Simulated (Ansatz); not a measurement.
**KI: a single-point run**

Aim: a sound single-point run of KI. The structure is shown as the input types it. The cell is built on a prototype (CsCl type) and needn't be the phase found in nature.

Method: density functional or hybrid calculation with the settings of its input, plane waves (as first typed), in Ansatz 0.2.0.

3 further runs of the same task are left out: 3 that didn't finish.

### 1 Starting point

It takes space group Pm-3m (No. 221, cubic). Conventional cell: a = 4.291 Å, b = 4.291 Å, c = 4.291 Å, α = 90.00°, β = 90.00°, γ = 90.00°. K (site symmetry m-3m) has 8 I at 3.72 Å as nearest neighbours. Around I (site symmetry m-3m) lie 8 K at 3.72 Å.

As a file:

```cif
data_structure
_symmetry_space_group_name_H-M 'P 1'
_symmetry_Int_Tables_number 1
_cell_length_a 4.2909
_cell_length_b 4.2909
_cell_length_c 4.2909
_cell_angle_alpha 90.000
_cell_angle_beta 90.000
_cell_angle_gamma 90.000
_cell_volume 79.01
loop_
_atom_site_label
_atom_site_type_symbol
_atom_site_fract_x
_atom_site_fract_y
_atom_site_fract_z
_atom_site_occupancy
K1 K 0.00000 0.00000 0.00000 1
I1 I 0.50000 0.50000 0.50000 1
```

### 2 Input and run

Contents of input.yaml:

```yaml
crystal:
  lattice:
    - [4.290940114, 0.0, 0.0]
    - [0.0, 4.290940114, 0.0]
    - [0.0, 0.0, 4.290940114]
  atoms:
    - { symbol: K, position: [0.0, 0.0, 0.0] }
    - { symbol: I, position: [0.5, 0.5, 0.5] }
kpoints:
  mp_grid: { grid: [4, 4, 4] }
hamiltonian:
  xc: r2scan
scf:
  occupations: { method: fixed }
  n_extra_bands: 4
  max_iter: 83
output:
  forces: true
  stress: true
  eigenvalues: true
basis:
  ecutwfc: 40
```

Launch:

```sh
$ ansatz run input.yaml --threads 4 --pin off --max-ram 3686MiB --backend cpu --events-out ev --progress --plain --runs-dir out
```

Q: Will this input give a usable result? If not, why, and what should change?

This run ends as converged, with warnings (band overlap at count, cutoff below recommended, metallic iterate). It gives a pressure of -87 GPa, which is large.

The suspect setting: basis.ecutwfc is 40. The cutoff lies far under what these potentials need. The potentials' recommended cutoff is 500 eV.

The test: delete basis.ecutwfc (the default then holds).
